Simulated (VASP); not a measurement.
Here is a VASP 6.6.1 calculation.

File INCAR:

```
SYSTEM = CdO
ALGO = Normal
EDIFF = 1E-6
EDIFFG = -0.01
ENCUT = 600
IBRION = 2
ISIF = 3
ISMEAR = 0
LASPH = .True.
LCHARG = .False.
LMIXTAU = .True.
LREAL = .False.
LWAVE = .False.
METAGGA = R2SCAN
NELM = 80
NSW = 90
PREC = Accurate
SIGMA = 0.03
```

KPOINTS

```
k-points
0
Gamma
  12 12 12
  0 0 0
```

The input POSCAR:

```
CdO
1.0
    0.0000000000      2.3495000000      2.3495000000
    2.3495000000      0.0000000000      2.3495000000
    2.3495000000      2.3495000000      0.0000000000
Cd O
1 1
Direct
    0.0000000000      0.0000000000      0.0000000000
    0.5000000000      0.5000000000      0.5000000000
```

Potentials or basis: VASP PAW PBE potentials, release 64 (Cd, O).

Run with:

```console
$ cat potpaw_PBE.64/Cd/POTCAR potpaw_PBE.64/O/POTCAR > POTCAR
$ mpirun -np 1 vasp_std > vasp.out
```

Question: What does it give for the relaxed volume?

Answer: 13.16 Å³/atom.

Question: Estimate the band gap on the k mesh.

Answer: 0.04 eV, indirect (least direct gap 1.34 eV).

Question: Predict the relaxed cell.

Answer: a = 3.339 Å, b = 3.339 Å, c = 3.339 Å, α = 60.00°, β = 60.00°, γ = 60.00°.

Final structure:
```cif
data_structure
_symmetry_space_group_name_H-M 'P 1'
_symmetry_Int_Tables_number 1
_cell_length_a 3.3390
_cell_length_b 3.3390
_cell_length_c 3.3390
_cell_angle_alpha 60.000
_cell_angle_beta 60.000
_cell_angle_gamma 60.000
_cell_volume 26.32
loop_
_atom_site_label
_atom_site_type_symbol
_atom_site_fract_x
_atom_site_fract_y
_atom_site_fract_z
_atom_site_occupancy
Cd1 Cd 0.00000 0.00000 0.00000 1
O1 O 0.50000 0.50000 0.50000 1
```

Caveat: the PAW data sets were made with another functional, which shifts forces and pressure a little. Zero-point motion and thermal expansion aren't in these numbers.
